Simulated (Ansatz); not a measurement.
# ZnSe (P4/nmm) in Ansatz: notebook

One crystal, ZnSe, is run at these levels: HSE06 form with a typed share of exact exchange; tasks: single point.

Everything below comes from runs of Ansatz 0.2.0. Logs are shortened: lines on timing, memory, paths and dates and some standing lists are left out, and cuts for length are marked.

### Step 1. The crystal as given

It takes space group P4/nmm (No. 129, tetragonal). Conventional cell: a = 4.108 Å, b = 4.108 Å, c = 6.070 Å, α = 90.00°, β = 90.00°, γ = 90.00°. Around Se (site symmetry 4mm) lie 4 Zn at 2.54 Å. Zn (site symmetry -4m2) has 4 Se at 2.54 Å and 4 Zn at 2.90 Å as nearest neighbours.

Measurements of this composition are mostly on another form, of space group No. 216.

### Step 2. Single point, HSE06 form with a typed share of exact exchange

Contents of input.yaml:

```yaml
crystal:
  lattice:
    - [4.107702, 0.0, 0.0]
    - [0.0, 4.107702, 0.0]
    - [0.0, 0.0, 6.07035]
  atoms:
    - { symbol: Se, position: [0.5, 0.0, 0.75372] }
    - { symbol: Se, position: [0.0, 0.5, 0.24628] }
    - { symbol: Zn, position: [0.5, 0.5, 0.0] }
    - { symbol: Zn, position: [0.0, 0.0, 0.0] }
hamiltonian:
  xc: { exchange: pbe, correlation: pbe, exx: { coeff: 0.15, omega: 0.2 } }
  pseudopotentials: { kind: paw }
kpoints:
  mp_grid: { grid: [4, 4, 3] }
scf:
  occupations: { method: fermi_dirac, width: 0.05 }
output:
  forces: true
  stress: true
  eigenvalues: true
```

Potentials or basis: Ansatz PAW.

Command:

```
ansatz run input.yaml --threads 2 --pin off --max-ram 5632MiB --backend cpu --events-out ev --progress --plain --runs-dir out
```

Output:

```text
Warning: output.stress: scf.convergence.dr2_threshold = 1e-7 eV (the SCF's general default) is looser than the 4e-10 eV advised for a printed stress (1e-10 eV for each atom of the cell: 4). What an SCF threshold leaves in a stress goes as its square root, and in the free energy as the threshold itself, and one threshold admits the most on a small cell: of the crystals measured, under no hybrid functional and no lock of the moments, on runs that ended without the residual-converged pass, on stresses that held no estimate of that error, the worst erred by over 100 MPa in a component at 1e-7 eV an atom and by under 5 at 1e-10. Set scf.convergence.dr2_threshold to 4e-10 eV or tighter. The threshold is an SCF's pass mark: one that does not reach it within its budget of iterations ends unconverged, or closes short of it on a stop that the run arms, and scf.convergence.dr2_threshold's page says what that costs each kind of run
Warning: output.stress: scf.exx.energy_threshold = 1e-6 eV is looser than the 4e-8 eV advised for a stress under a hybrid functional (1e-8 eV for each atom of the cell: 4). Every SCF of the exchange loop can meet its threshold on dr2 while the loop round them stops early: no threshold on dr2 bounds what that leaves in the stress. Set scf.exx.energy_threshold to 4e-8 eV or tighter. The threshold is the loop's pass mark: a loop that does not reach it within its budget of cycles ends unconverged, and scf.exx.energy_threshold's page has the law
Warning: RAYON_NUM_THREADS=2 ignored (pool sized by the plan → 2); use --threads N
Engine: ansatz 0.2.0, x86_64-unknown-linux-gnu
Pseudopotentials: kind: paw
Pseudopotential: Se, paw, valence charge 16, recommended cutoff 420 eV (normal), Se.paw.azcp
Pseudopotential: Zn, paw, valence charge 12, recommended cutoff 420 eV (normal), Zn.paw.azcp
Functional definition: unnamed
  parameter a_1 = 0.15
  parameter omega_1 = 0.2/angstrom
  exchange = pbe_x + (-a_1)*pbe_x_sr(omega_1) + a_1*exact_x_sr(omega_1)
  correlation = pbe_c
Crystal: 4 atoms, lattice volume = 102.426 Å³
Basis set: ecut = 420 eV, 1989 PW (Γ), exchange–correlation on 60×60×90 points (8 copies of the dense FFT grid, shifted against one another)
Bands: 34, of which v1, the nominal top of the filled ones, is band 28 counted from 1 (27 counted from 0)
Symmetry: 16 space group operations
Space group: P4/nmm (ITA 129), of the structure as read, at distance tolerance 4.7e-5 Å
k-points: 12 of 48
Non-local potential: Se, projectors of the file, l = 0: 2, l = 1: 2, l = 2: 3, l = 3: 1
Non-local potential: Zn, projectors of the file, l = 0: 2, l = 1: 2, l = 2: 3, l = 3: 1
PAW form: soft (Blöchl's): semilocal exchange-correlation on the pseudo side does not see the compensation charge
PAW frozen core: Se, regenerated for the run's functional, and the local potential with it (the file was generated under x = pbe(κ = 0.804, μ = 0.2195149727645171), c = pbe(β = 0.06672455060314922))
PAW frozen core: Zn, regenerated for the run's functional, and the local potential with it (the file was generated under x = pbe(κ = 0.804, μ = 0.2195149727645171), c = pbe(β = 0.06672455060314922))
PAW one-centre angular grid: Se, 590 points (default); XC on 64 Gauss nodes
PAW one-centre angular grid: Zn, 590 points (default); XC on 64 Gauss nodes
Initial density: superposition of atomic densities (neutral atoms: chi_scale 0, normalization atom), corrected by the library's trained network
Initial wavefunctions: pseudopotential atomic-orbital guess
Functional: x = pbe(κ = 0.804, μ = 0.2195149727645171), c = pbe(β = 0.06672455060314922), warm-up for x = pbe(κ = 0.804, μ = 0.2195149727645171) + 0.15 (exact − pbe) at short range (hse, ω = 0.2 Å⁻¹), c = pbe(β = 0.06672455060314922)
SCF iter   1: F=—  HF=-17578.393276 eV  |F-HF|=—  |Δ(HF+E_count)|=         —  Δρ=2.13e-3  dr2=8.69e-3  ethr=1.77e-3  ⟨swp⟩=9.2  Hψ=1762  notcnv=0
preconditioner: auto → none  [insulator: Δε(μ)=1.969 eV  Ē_g=10.811 eV  σ=0.050 eV  W_gap=1.00  n_scr=28 (ndim 8)  ℏωp=22.0 eV  f_vac=0.223  D(μ)=0.00/eV (n_scr^D=0)]
SCF iter   2: F=—  HF=-17578.391995 eV  |F-HF|=—  |Δ(HF+E_count)|=   1.28e-3  Δρ=8.73e-4  dr2=2.12e-3  ethr=1.55e-5  ⟨swp⟩=4.8  Hψ=1062  notcnv=0  defer=5
iter 3 solved again at ethr=1.85e-7 eV; its pass at ethr=3.78e-6 eV (dr2=1.04e-4 eV) is discarded
SCF iter   3: F=-17578.391606 eV  HF=-17578.391579 eV  |F-HF|=2.65e-5  |Δ(HF+E_count)|=   4.16e-4  Δρ=3.30e-4  dr2=1.07e-4  ethr=1.85e-7  ⟨swp⟩=3.8  Hψ=1717  notcnv=0
SCF 1 stopped early in 3 iterations: F = -17578.391606 eV  dr2 = 1.07e-4
Initial density: handed on by an earlier stage of this run
Initial wavefunctions: those handed on with the density
Functional: x = pbe(κ = 0.804, μ = 0.2195149727645171) + 0.15 (exact − pbe) at short range (hse, ω = 0.2 Å⁻¹), c = pbe(β = 0.06672455060314922)
Exchange kernel: α = 0.1500, screened, ω = 0.2000 Å⁻¹, Wigner–Seitz truncation, v(0) = 1119.2947 eV·Å³, q-mesh 4×4×3, nearest image of the exchange supercell L = 16.43 Å, pair-density grid 20×20×27, without the augmentation charges, whose exchange is taken in its separable form by FFT convolution over the k-point mesh (sized by the pseudopotential files, 30×30×45 at the most), smooth part of the exact exchange by density-matrix convolution
Frozen-core exchange: fock
SCF iter   1: F=—  HF=-17580.282042 eV  |F-HF|=—  |Δ(HF+E_count)|=         —  Δρ=1.22e-2  dr2=7.83e-2  ethr=1.92e-6  ⟨swp⟩=6.7  Hψ=1895  notcnv=0
preconditioner: auto → none  [insulator: Δε(μ)=2.555 eV  Ē_g=12.313 eV  σ=0.050 eV  W_gap=1.00  n_scr=28 (ndim 8)  ℏωp=22.0 eV  f_vac=0.221  D(μ)=0.00/eV (n_scr^D=0)]
SCF iter   2: F=—  HF=-17580.258711 eV  |F-HF|=—  |Δ(HF+E_count)|=   2.33e-2  Δρ=1.95e-3  dr2=4.27e-3  ethr=1.92e-6  ⟨swp⟩=5.0  Hψ=1561  notcnv=0
SCF iter   3: F=—  HF=-17580.258914 eV  |F-HF|=—  |Δ(HF+E_count)|=   2.03e-4  Δρ=2.48e-3  dr2=2.86e-3  ethr=1.92e-6  ⟨swp⟩=4.2  Hψ=1207  notcnv=0
SCF iter   4: F=—  HF=-17580.258623 eV  |F-HF|=—  |Δ(HF+E_count)|=   2.92e-4  Δρ=9.11e-4  dr2=4.86e-4  ethr=1.92e-6  ⟨swp⟩=3.3  Hψ=892  notcnv=0
SCF iter   5: F=—  HF=-17580.258653 eV  |F-HF|=—  |Δ(HF+E_count)|=   3.06e-5  Δρ=2.18e-4  dr2=1.33e-4  ethr=6.02e-7  ⟨swp⟩=3.0  Hψ=789  notcnv=0
SCF iter   6: F=—  HF=-17580.259088 eV  |F-HF|=—  |Δ(HF+E_count)|=   4.35e-4  Δρ=3.10e-4  dr2=5.39e-5  ethr=2.01e-7  ⟨swp⟩=4.0  Hψ=1031  notcnv=0
SCF iter   7: F=-17580.259058 eV  HF=-17580.259058 eV  |F-HF|=4.75e-7  |Δ(HF+E_count)|=   3.03e-5  Δρ=1.82e-5  dr2=6.34e-7  ethr=9.57e-8  ⟨swp⟩=4.0  Hψ=1027  notcnv=0
SCF 2 stopped early in 7 iterations: F = -17580.259058 eV  dr2 = 6.34e-7
  Residual-converged pass: ⟨swp⟩=3.8  Hψ=1274  notcnv=0  max |occ|·‖R‖ = 6.4e-6 eV (tolerance 6.7e-6 eV)  dr2=7.29e-7  dr2_onsite=1.08e-7  max |Δocc| = 5.1e-16
hybrid outer 1: dexx = +5.497e-3 eV, tail = 2.36e-5 eV
Exchange kernel: α = 0.1500, screened, ω = 0.2000 Å⁻¹, Wigner–Seitz truncation, v(0) = 1119.2947 eV·Å³, q-mesh 4×4×3, nearest image of the exchange supercell L = 16.43 Å, pair-density grid 20×20×27, without the augmentation charges, whose exchange is taken in its separable form by FFT convolution over the k-point mesh (sized by the pseudopotential files, 30×30×45 at the most), smooth part of the exact exchange by density-matrix convolution
Frozen-core exchange: fock
SCF iter   1: F=—  HF=-17580.258923 eV  |F-HF|=—  |Δ(HF+E_count)|=         —  Δρ=3.30e-5  dr2=6.77e-7  ethr=2.10e-7  ⟨swp⟩=5.7  Hψ=942  notcnv=0
preconditioner: auto → none  [insulator: Δε(μ)=2.550 eV  Ē_g=12.160 eV  σ=0.050 eV  W_gap=1.00  n_scr=28 (ndim 8)  ℏωp=22.0 eV  f_vac=0.223  D(μ)=0.00/eV (n_scr^D=0)]
SCF iter   2: F=—  HF=-17580.258923 eV  |F-HF|=—  |Δ(HF+E_count)|=   1.60e-7  Δρ=1.24e-5  dr2=9.13e-8  ethr=1.16e-9  ⟨swp⟩=4.0  Hψ=1312  notcnv=0
SCF iter   3: F=—  HF=-17580.258923 eV  |F-HF|=—  |Δ(HF+E_count)|=   3.88e-9  Δρ=2.28e-6  dr2=2.76e-8  ethr=1.11e-10  ⟨swp⟩=3.2  Hψ=867  notcnv=0
SCF iter   4: F=—  HF=-17580.258924 eV  |F-HF|=—  |Δ(HF+E_count)|=   1.46e-7  Δρ=3.19e-6  dr2=1.10e-8  ethr=6.74e-12  ⟨swp⟩=4.7  Hψ=1495  notcnv=0
SCF iter   5: F=-17580.258924 eV  HF=-17580.258924 eV  |F-HF|=3.42e-10  |Δ(HF+E_count)|=   2.89e-9  Δρ=6.35e-7  dr2=3.47e-10  ethr=6.74e-12  ⟨swp⟩=3.9  Hψ=893  notcnv=0
SCF 3 converged in 5 iterations: F = -17580.258924 eV  dr2 = 3.47e-10
  Residual-converged pass: ⟨swp⟩=3.4  Hψ=1001  notcnv=0  max |occ|·‖R‖ = 5.8e-7 eV (tolerance 6.3e-7 eV)  dr2=3.06e-10  dr2_onsite=3.89e-10  max |Δocc| = 6.3e-20
hybrid outer 2: dexx = +1.509e-7 eV, tail = 4.84e-9 eV, Δε = 2.86e-3 eV (about 6.71e-5 eV left of the loop's levels), ΔF = 5.95e-3 eV/Å (tail 6.13e-4)
hybrid SCF converged: 2 outer / 12 inner (+3 warm-up), last move |dexx| = 1.51e-7 eV, tail = 4.84e-9 eV
Stability not checked: this state was not tested for a lower state beside it, because the functional holds exact exchange (a hybrid, or Hartree-Fock), whose exchange loop this test does not read (fock_operator; see scf.lower_state_search)
Free energy (F): -17580.258924 eV
Frozen-core exchange: fock
Harris-Foulkes:  -17580.258924 eV  (|F-HF|=3.42e-10)
Internal energy: -17580.258924 eV  (E = F + TS)
E sigma→0 (E₀):  -17580.258924 eV
Fermi energy:    6.153678 eV
--- Per-component energies (eV) ---
  E_band       = -931.232597
  E_kinetic    = 496.046355
  E_local      = -9984.491230  (includes V_loc(G=0)·N_el)
  E_nonlocal   = 43.485018
  E_hartree    = 4637.126567
  E_xc         = -422.329914
  E_vxc        = -262.257393  (∫ρ·V_xc dr)
  E_exx        = -132.249087  (= α·E_x^exact, valence–valence)
  E_paw        = -7411.238637  (= ΣΔE_a)
  E_vpaw       = -233.768558  (= ΣTr[D̂ρ^β])
  E_aug_tail   = -0.001934  (compensation charges beyond the density's cutoff)
  E_ewald      = -4806.106178
  E_core_change = -0.499886  (= ΣΔE_core)
  E_smearing   = -0.000000  (= −TS)
  E_closure    = 0.000003  (closes the sum)
  Σ components = -17580.258924   (vs F -17580.258924, Δ=0.00e0)
--- Forces (eV/Å), atoms counted from 1 ---
  atom   1  Se     0.00000000     0.00000000     0.27853141
  atom   2  Se     0.00000000     0.00000000    -0.27853141
  atom   3  Zn     0.00000000     0.00000000     0.00000000
  atom   4  Zn     0.00000000     0.00000000    -0.00000000
  max |Σ_I F_I| component: 8.33e-17 eV/Å
--- Stress (GPa, compression-positive) ---
       -0.428081       0.000000       0.000000
        0.000000      -0.428081       0.000000
        0.000000       0.000000      -1.120620
  P = ⅓ Tr σ = -0.6589 GPa (-6.589 kbar)
--- Band table (eV; the first three rows and the last of 12) ---
  k-point 0: bands = ["-43.9302", "-43.9302", "-43.9301", "-43.9301", "-43.9280", "-43.9279", "-43.9263", "-43.9263", "-43.9227", "-43.9227", "-8.6865", "-7.7206", "-2.9387", "-2.8569", "-2.8320", "-2.8320", "-2.7256", "-2.4641", "-2.4641", "-2.3444", "-2.2920", "-2.0756", "0.5777", "2.6485", "2.6485", "4.8550", "4.8550", "4.8558", "7.4062", "7.4823", "8.4237", "11.3034", "11.4101", "11.4101"]
  k-point 1: bands = ["-43.9302", "-43.9302", "-43.9301", "-43.9301", "-43.9280", "-43.9279", "-43.9263", "-43.9263", "-43.9227", "-43.9227", "-8.5929", "-7.8446", "-2.9388", "-2.8376", "-2.8349", "-2.8349", "-2.7739", "-2.4638", "-2.4638", "-2.3434", "-2.2921", "-2.0756", "0.9037", "2.7576", "2.7576", "3.9480", "4.6443", "4.6443", "7.5645", "8.5535", "8.8800", "10.8727", "11.8527", "11.8527"]
  k-point 2: bands = ["-43.9302", "-43.9302", "-43.9301", "-43.9301", "-43.9280", "-43.9279", "-43.9263", "-43.9263", "-43.9227", "-43.9227", "-8.4377", "-7.7300", "-2.8759", "-2.7675", "-2.7486", "-2.7375", "-2.7117", "-2.5243", "-2.3885", "-2.3660", "-2.3354", "-2.2466", "0.5848", "1.1008", "3.1078", "3.4772", "4.3297", "4.7001", "8.2063", "8.6865", "10.3640", "11.6394", "11.8072", "11.9437"]
  k-point 11: bands = ["-43.9302", "-43.9302", "-43.9302", "-43.9302", "-43.9279", "-43.9279", "-43.9261", "-43.9261", "-43.9227", "-43.9227", "-7.6867", "-7.6867", "-2.9016", "-2.9016", "-2.5717", "-2.5717", "-2.4270", "-2.4270", "-2.4161", "-2.4161", "-2.3756", "-2.3756", "0.4728", "0.4728", "2.4537", "2.4537", "2.4838", "2.4838", "9.6640", "9.6640", "10.0119", "10.0119", "14.2822", "14.2822"]
```

It took 34 s on 2 threads of AMD EPYC 7R13 (Zen 3), shared host; peak memory 1.5 GiB.

What came out:

```yaml
Free_energy: -17580.2589 eV
Pressure: -0.7 GPa
Largest_force: 0.279 eV/Å
Band_gap_on_the_k_mesh: 2.55 eV, direct
```

Forces in eV/Å, atoms in the order of the input:
```
Se   0.000  0.000  0.279
Se   0.000  0.000 -0.279
Zn   0.000  0.000  0.000
Zn   0.000  0.000  0.000
```

Levels at points of the mesh, in eV from the valence-band top:
```tsv
k point	band 25	band 26	band 27	band 28	band 29	band 30	band 31	band 32
(0.00, 0.00, 0.00)	-2.21	0.00	0.00	0.00	2.55	2.63	3.57	6.45
(0.00, -0.50, 0.00)	-1.57	-1.57	-0.80	-0.80	4.17	4.17	6.59	6.59
(-0.50, -0.50, 0.00)	-2.22	-2.22	-2.08	-2.08	3.96	3.96	4.24	4.24
```

Caveat: odd divisions of the mesh miss points on the zone boundary, where band edges often lie, so the gap on the mesh can be too wide; the PAW data sets come from PBE, with cores solved anew for the run's functional, which leaves a small shift of forces and pressure; the thresholds are loose for stress.

### Step 3. Single point, HSE06 form with a typed share of exact exchange

Changes to input.yaml since step 2:

```diff
@@ -11,3 +11,3 @@
 hamiltonian:
-  xc: { exchange: pbe, correlation: pbe, exx: { coeff: 0.15, omega: 0.2 } }
+  xc: { exchange: pbe, correlation: pbe, exx: { coeff: 0.2, omega: 0.2 } }
   pseudopotentials: { kind: paw }
@@ -21 +21,5 @@
   eigenvalues: true
+  write_density: true
+  write_potential: true
+  elf: true
+  volumetric_format: npy
```

Potentials or basis: Ansatz PAW.

Command:

```
ansatz run input.yaml --threads 2 --pin off --max-ram 5632MiB --backend cpu --events-out ev --progress --plain --runs-dir out
```

It took 38 s on 2 threads of AMD EPYC 7R13 (Zen 3), shared host; peak memory 1.5 GiB.

It converged, with:

```yaml
Free_energy: -17580.9190 eV
Pressure: -0.8 GPa
Largest_force: 0.337 eV/Å
Band_gap_on_the_k_mesh: 2.75 eV, direct
```

Forces on the atoms (eV/Å):
```
Se   0.000  0.000  0.337
Se   0.000  0.000 -0.337
Zn   0.000  0.000  0.000
Zn   0.000  0.000  0.000
```

Stress tensor (GPa, compression positive):
```
-0.56  0.00  0.00
 0.00 -0.56  0.00
 0.00  0.00 -1.41
```

Levels at points of the mesh, in eV from the valence-band top:
```
             k point  band 24  band 25  band 26  band 27  band 28  band 29  band 30  band 31  band 32  band 33
  (0.00, 0.00, 0.00)    -2.24    -2.24    -0.01    -0.01     0.00     2.75     2.86     3.74     6.67     6.78
 (0.00, -0.50, 0.00)    -4.65    -1.59    -1.59    -0.82    -0.82     4.40     4.40     6.80     6.80     7.48
(-0.50, -0.50, 0.00)    -4.58    -2.24    -2.24    -2.11    -2.11     4.12     4.12     4.45     4.45    11.47
```

Caveat: odd divisions of the mesh miss points on the zone boundary, where band edges often lie, so the gap on the mesh can be too wide; the PAW data sets come from PBE, with cores solved anew for the run's functional, which leaves a small shift of forces and pressure; the thresholds are loose for stress. A k mesh can miss the band edges.
